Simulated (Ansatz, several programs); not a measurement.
A 2-atom cell of CaS started from a crystallographic database, relaxed with r2SCAN in Ansatz (plane waves, PAW): space group Fm-3m (No. 225), cubic; a = 5.696 Å in the conventional setting, 23.10 Å³ an atom. Around Ca lie 6 S at 2.85 Å; around S lie 6 Ca at 2.85 Å. The cell was then scaled with its shape and fractional coordinates held. Calculated for a static, non-magnetic cell.

```
V (Å³/atom)  E (meV/atom)
     21.713         17.71
     22.406          4.19
     23.099          0.00
     24.485         14.41
```

Q: Pass a cubic E = c₀ + c₁u + c₂u² + c₃u³, with u = V − 22.926 Å³, through these points.

A: c₀ = 0.24, c₁ = -2.891, c₂ = 8.698, c₃ = -0.6510 (meV and Å³).

Q: Where is the minimum, and what bulk modulus follows?

A: dE/du = 0 at u = +0.169, so V₀ = 23.10 Å³. B = V₀ d²E/dV² = 23.10 × (2c₂ + 6c₃u) = 23.10 × 16.735 = 386 meV/Å³, and 1 meV/Å³ is 0.16022 GPa: 62 GPa. A third-order Birch-Murnaghan fit to all five points gives 23.10 Å³ and 61 GPa.

Q: Predict the energy and the pressure at the withheld volume, 23.792 Å³.

A: With u = +0.866: E ≈ 3.84 meV and P = −dE/dV ≈ -1.72 GPa. The run gives 3.78 meV and, from its stress, -1.71 GPa.
